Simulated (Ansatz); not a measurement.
# Ga: stress in a strained cell

Aim: deform Ga (equal xy, yz and zx engineering shear strains of +1 %) and compute stress, forces and field gradients with LAPW, PAW and all-electron datasets made for the crystal.

Computed with Ansatz 0.2.0 (DFT PBE, scalar-relativistic, unless a step's input says otherwise).

### 1 The system as given

Symmetry: C2/c, No. 15, monoclinic system. The conventional cell has a = 2.766 Å, b = 8.053 Å, c = 3.332 Å, α = 90.00°, β = 92.02°, γ = 90.00°. Ga (site symmetry 2) is surrounded by 8 Ga at 2.69 to 2.92 Å.

Structure file:

```
CELL_PARAMETERS angstrom
1.38300 -4.02650 0.00000
1.38300 4.02650 0.00000
-0.11745 0.00000 3.32993
ATOMIC_POSITIONS crystal
Ga 0.86900 0.13100 0.25000
Ga 0.13100 0.86900 0.75000
```

Atoms are numbered in the order of the input: Ga1, Ga2.

### 2 The deformed structure

Space group C2/c before, P-1 after.

### 3 LAPW, all electrons

Input file input.yaml:

```yaml
crystal:
  lattice:
    - [1.3628675, -4.019585, -0.0132175]
    - [1.4031325, 4.033415, 0.0270475]
    - [-0.10080035, 0.0160624, 3.32934275]
  atoms:
    - { symbol: Ga, position: [0.869, 0.131, 0.25] }
    - { symbol: Ga, position: [0.131, 0.869, 0.75] }
kpoints:
  mp_grid: { grid: [14, 14, 11] }
  band_path:
    path:
      - [0.0, 0.0, 0.0]
      - [0.5, -0.5, 0.0]
      - [0.0, 0.0, -0.5]
      - [0.0, 0.0, 0.0]
      - [0.0, 0.5, 0.0]
      - [0.5, 0.0, -0.5]
      - [0.0, 0.0, 0.0]
      - [0.0, 0.5, -0.5]
      - [0.5, 0.0, 0.0]
    npoints: 5
scf:
  occupations: { method: fermi_dirac, width: 0.03 }
hamiltonian:
  xc: pbe
  pseudopotentials: { kind: all_electron, lapw: { basis_error: 0.0005 } }
output:
  forces: true
  stress: true
  eigenvalues: true
```

On the command line:

```
$ ansatz run input.yaml --threads 1 --pin off --max-ram 3072MiB --backend cpu --events-out ev --progress --plain --runs-dir out
```

Output, shortened:

```text
LAPW: plane waves up to 8.571 Å⁻¹, error target 5.0e-4 eV per atom; small_component_spin mean_spin; Ga in spheres of 1.338 Å, 21 of its electrons in bands, Dirac shells []
[...]
Pseudopotentials: kind: all_electron
Pseudopotential: Ga, LAPW, valence charge 21, Koelling and Harmon's equation, gaussian nucleus
Functional definition: PBE
[...]
Crystal: 2 atoms, lattice volume = 37.084 Å³
Basis set: ecut = 279.86223453502 eV, 389 PW (Γ), FFT grids on a1+a2, −a1, a3, exchange–correlation at level 2
Bands: 26, of which v1, the nominal top of the filled ones, is band 21 counted from 1 (20 counted from 0)
Symmetry: 2 space group operations
Space group: P-1 (ITA 2), of the structure as read, at distance tolerance 3.3e-5 Å
k-points: 1080 of 2156
[...]
SCF iter   1: F=—  HF=-105799.713712 eV  |F-HF|=—  |Δ(HF+E_count)|=         —  Δρ=1.26e-2  dr2=3.62e-2  ethr=8.59e-5  ⟨swp⟩=3.0  Hψ=189044  notcnv=0
[...]
SCF iter   8: F=-105799.648411 eV  HF=-105799.648411 eV  |F-HF|=3.22e-9  |Δ(HF+E_count)|=   4.36e-8  Δρ=7.27e-6  dr2=2.58e-8  ethr=6.35e-10  ⟨swp⟩=3.0  Hψ=81723  notcnv=0
[...]
NSCF: frozen V_eff on 41 k-points
SCF converged after 8 iterations
Free energy (F): -105799.648411 eV
[...]
E sigma→0 (E₀):  -105799.647408 eV
Entropy (-TS):   -0.002005 eV (-1.002 meV/atom)
Fermi energy:    11.991243 eV
[...]
--- Forces (eV/Å), atoms counted from 1 ---
  atom   1  Ga     0.00543668     0.18855722    -0.00789707
  atom   2  Ga    -0.00543668    -0.18855722     0.00789707
[...]
--- Stress (GPa, compression-positive) ---
        1.808995      -0.317636      -0.175875
       -0.317636       2.000288      -0.449663
       -0.175875      -0.449663       1.543086
  P = ⅓ Tr σ = 1.7841 GPa (17.841 kbar)
--- Band table (eV; the first three rows and the last of 1080) ---
  k-point 0: bands = ["-131.7888", "-131.7880", "-82.5337", "-82.5291", "-82.5137", "-82.5128", "-82.5123", "-82.5062", "-3.1451", "-3.1357", "-3.0996", "-3.0766", "-2.8017", "-2.7998", "-2.7724", "-2.7680", "-2.7549", "-2.6178", "0.7615", "9.8974", "10.3705", "13.6248", "17.4186", [...]
[...]
```

It took 2.6 min on 1 thread of Intel Xeon Platinum 8488C (Sapphire Rapids), shared host; peak memory 2.1 GiB.

Read from it: pressure 1.78 GPa; no gap; largest force 0.189 eV/Å.

### 4 PAW with frozen cores

Input file input.yaml:

```yaml
crystal:
  lattice:
    - [1.3628675, -4.019585, -0.0132175]
    - [1.4031325, 4.033415, 0.0270475]
    - [-0.10080035, 0.0160624, 3.32934275]
  atoms:
    - { symbol: Ga, position: [0.869, 0.131, 0.25] }
    - { symbol: Ga, position: [0.131, 0.869, 0.75] }
kpoints:
  mp_grid: { grid: [14, 14, 11] }
scf:
  occupations: { method: fermi_dirac, width: 0.03 }
hamiltonian:
  xc: pbe
  pseudopotentials: { kind: paw }
output:
  forces: true
  stress: true
  eigenvalues: true
  efg: { contact_densities: true }
  write_density: true
  write_potential: true
  elf: true
  volumetric_format: npy
```

On the command line:

```
$ ansatz run input.yaml --threads 1 --pin off --max-ram 3072MiB --backend cpu --events-out ev --progress --plain --runs-dir out
```

Output, shortened:

```text
[...]
Pseudopotentials: kind: paw
Pseudopotential: Ga, paw, valence charge 13, recommended cutoff 420 eV (normal)
[... 1 set-up line as earlier in the session ...]
[...]
Crystal: 2 atoms, lattice volume = 37.084 Å³
Basis set: ecut = 420 eV, 727 PW (Γ), exchange–correlation on 60×60×48 points (8 copies of the dense FFT grid, shifted against one another)
Bands: 17, of which v1, the nominal top of the filled ones, is band 13 counted from 1 (12 counted from 0)
[... 2 set-up lines as earlier in the session ...]
k-points: 1080 of 2156
[...]
SCF iter   1: F=—  HF=-7565.995600 eV  |F-HF|=—  |Δ(HF+E_count)|=         —  Δρ=1.14e-3  dr2=6.50e-4  ethr=1.77e-3  ⟨swp⟩=5.9  Hψ=88027  notcnv=0
[...]
  atom   1  Ga     0.00541395     0.18889558    -0.00793980
  atom   2  Ga    -0.00541395    -0.18889558     0.00793980
[...]
--- Stress (GPa, compression-positive) ---
        1.785402      -0.316441      -0.176018
       -0.316441       1.978676      -0.449516
       -0.176018      -0.449516       1.518187
  P = ⅓ Tr σ = 1.7608 GPa (17.608 kbar)
--- PAW observables at the nuclei: V_zz in 10²¹ V/m², potentials from the cell's mean, atoms counted from 1 ---
  atom   1  Ga V_zz =    +2.667913   η = 0.4699   by run symmetry: allowed
            electrostatic potential = -4133.237313 V   contact ρ = 187439.381012 e/Å³
  atom   2  Ga V_zz =    +2.667913   η = 0.4699   by run symmetry: allowed
            electrostatic potential = -4133.237313 V   contact ρ = 187439.381012 e/Å³
--- Band table (eV; the first three rows and the last of 1080) ---
  k-point 0: bands = ["-5.2388", "-5.2297", "-5.1931", "-5.1695", "-4.8950", "-4.8932", "-4.8653", "-4.8618", "-4.8484", "-4.7117", "-1.3299", "7.8060", "8.2773", "11.5325", "15.3275", "19.5710", "20.0291"]
[...]
```

Wall time 34 s (1 thread of Intel Xeon Platinum 8488C (Sapphire Rapids), shared host); peak memory 0.83 GiB.

Read from it: pressure 1.76 GPa; no gap; largest force 0.189 eV/Å; Vzz Ga1 2.67 (η = 0.47) (10²¹ V/m²).

Density in a lattice plane of the grid's cell (edges 4.24 and 3.33 Å, at 0.131 of the third edge), which holds Ga.

Ten even steps from '0' (0.09 e/Å³) to '9' (43.28 e/Å³):
```
000000000000000000000000
000000000000000000000000
000000000000000000000000
000000000000000000000000
000000000000000000000000
000000000000000000000000
000000000000000000000000
000000000000000000000000
000000000000000000000000
000000000000000000001210
000000000000000000025641
000000000000000000137972
000000000000000000025641
000000000000000000001110
000000000000000000000000
000000000000000000000000
```
Columns run along the first of these edges and rows up along the second, over one cell in 24 and 16 even steps from the bottom left corner. Atoms in the plane (fractional): Ga at (0.87, 0.25).

ELF in the same plane.

Ten even steps from ' ' (0.04) to '@' (0.46):
```
##@@@@@@%%##**++++++++****%%%%%%##**++++++++++**
%%@@@@%%##****++++++++++**##%%%%##****++++++****
##%%%%%%****++++++++++++**##%%%%##**++======++**
##%%%%##****++++====++++****%%%%##++==========++
##%%@@%%****++++++++++++**##%%####++++======++**
%%@@@@%%##****++++++++++**##%%####**++++++++****
##%%@@@@%%##****++++++****########**++++++++++**
**##@@@@@@%%##**++++++**########**++++++++++++++
++**##@@@@%%##****++++++****##**++++++==------==
==**##%%@@%%**++========++******++++--::    ..::
--++**##%%##**==--------==++**++++==::    ..    
::++**##%%##++==--::::--==++**++++--..  --**::  
--++**##%%##**==--------==****++++==::          
==**##%%@@%%##++++====++++**##**++++--........::
****##@@@@%%##**********########**++++==------++
**##@@@@@@%%****++++++**##%%%%##**++++++++++++++
```
Columns run along the first of these edges and rows up along the second, over one cell in 24 and 16 even steps from the bottom left corner. Atoms in the plane (fractional): Ga at (0.87, 0.25).

Both are smooth fields of the valence electrons: close to the nuclei they are not physical.

Maxima of ELF outside the ion cores: 0.50 on the Ga–Ga line, 1.4 Å from Ga.

### 5 Datasets made for this crystal

input.yaml, as its differences from that of step 4:

```diff
@@ -14,3 +14,3 @@
   xc: pbe
-  pseudopotentials: { kind: paw }
+  pseudopotentials: { kind: all_electron, datasets: crystal }
 output:
@@ -20,5 +20 @@
   efg: { contact_densities: true }
-  write_density: true
-  write_potential: true
-  elf: true
-  volumetric_format: npy
```

On the command line:

```
$ ansatz run input.yaml --threads 1 --pin off --max-ram 3072MiB --backend cpu --events-out ev --progress --plain --runs-dir out
```

Output, shortened:

```text
[...]
[... 1 set-up line as earlier in the session ...]
Pseudopotential: Ga, paw, valence charge 13, recommended cutoff 260 eV (normal), Koelling and Harmon's equation, gaussian nucleus
[... 1 set-up line as earlier in the session ...]
[...]
Crystal: 2 atoms, lattice volume = 37.084 Å³
Basis set: ecut = 260 eV, 367 PW (Γ), exchange–correlation on 48×48×36 points (8 copies of the dense FFT grid, shifted against one another)
Bands: 17, of which v1, the nominal top of the filled ones, is band 13 counted from 1 (12 counted from 0)
[... 2 set-up lines as earlier in the session ...]
k-points: 1080 of 2156
[...]
SCF iter   1: F=—  HF=-105799.648856 eV  |F-HF|=—  |Δ(HF+E_count)|=         —  Δρ=2.02e-2  dr2=1.50e-1  ethr=5.97e-4  ⟨swp⟩=3.6  Hψ=94581  notcnv=0
[...]
--- Forces (eV/Å), atoms counted from 1 ---
  atom   1  Ga     0.00544827     0.18863143    -0.00790639
  atom   2  Ga    -0.00544827    -0.18863143     0.00790639
[...]
--- Stress (GPa, compression-positive) ---
        1.809934      -0.317732      -0.175770
       -0.317732       2.001608      -0.449877
       -0.175770      -0.449877       1.543953
  P = ⅓ Tr σ = 1.7852 GPa (17.852 kbar)
--- PAW observables at the nuclei: V_zz in 10²¹ V/m², potentials from the cell's mean, atoms counted from 1 ---
  atom   1  Ga V_zz =    +2.688220   η = 0.4654   by run symmetry: allowed
            electrostatic potential = -4133.219712 V   contact ρ = 187509.094291 e/Å³
  atom   2  Ga V_zz =    +2.688220   η = 0.4654   by run symmetry: allowed
            electrostatic potential = -4133.219712 V   contact ρ = 187509.094291 e/Å³
--- Band table (eV; the first three rows and the last of 1080) ---
  k-point 0: bands = ["-3.1448", "-3.1352", "-3.0996", "-3.0769", "-2.8018", "-2.7995", "-2.7726", "-2.7676", "-2.7547", "-2.6176", "0.7616", "9.8974", "10.3705", "13.6249", "17.4187", "21.6683"]
[...]
```

It took 86 s on 1 thread of Intel Xeon Platinum 8488C (Sapphire Rapids), shared host; peak memory 1.6 GiB.

This run gives: pressure 1.79 GPa; no gap; largest force 0.189 eV/Å; Vzz Ga1 2.69 (η = 0.47) (10²¹ V/m²).

### 6 Side by side

Stress (GPa, compression positive):

```
          method    xx    yy    zz     yz     xz     xy
            LAPW  1.81  2.00  1.54  -0.45  -0.18  -0.32
             PAW  1.79  1.98  1.52  -0.45  -0.18  -0.32
crystal datasets  1.81  2.00  1.54  -0.45  -0.18  -0.32
```

Forces (eV/Å):

```
atom  LAPW x  LAPW y  LAPW z   PAW x   PAW y   PAW z  crystal datasets x  crystal datasets y  crystal datasets z
 Ga1   0.005   0.189  -0.008   0.005   0.189  -0.008               0.005               0.189              -0.008
 Ga2  -0.005  -0.189   0.008  -0.005  -0.189   0.008              -0.005              -0.189               0.008
```

| method | pressure (GPa) | largest force (eV/Å) | Vzz Ga1 (10²¹ V/m²) | SCF cycles, all passes |
| --- | --- | --- | --- | --- |
| LAPW | 1.78 | 0.189 | – | 8 |
| PAW | 1.76 | 0.189 | 2.67 | 7 |
| crystal datasets | 1.79 | 0.189 | 2.69 | 8 |

### 7 What came out

```
                                 quantity                                           value
                                 pressure  LAPW 1.78, PAW 1.76, crystal datasets 1.79 GPa
largest shear or deviatoric stress (LAPW)                                        0.45 GPa
```

**Reading.** The largest part of the stress beyond the pressure is 0.45 GPa in size, in the yz component; the atoms are carried along and not relaxed. No run of the undeformed cell stands beside it, so the pressure holds what the given cell had before the change. PAW: stress within 0.02 GPa of LAPW, forces within 1 meV/Å. Crystal datasets: stress within 0.01 GPa of LAPW, forces within 1 meV/Å.
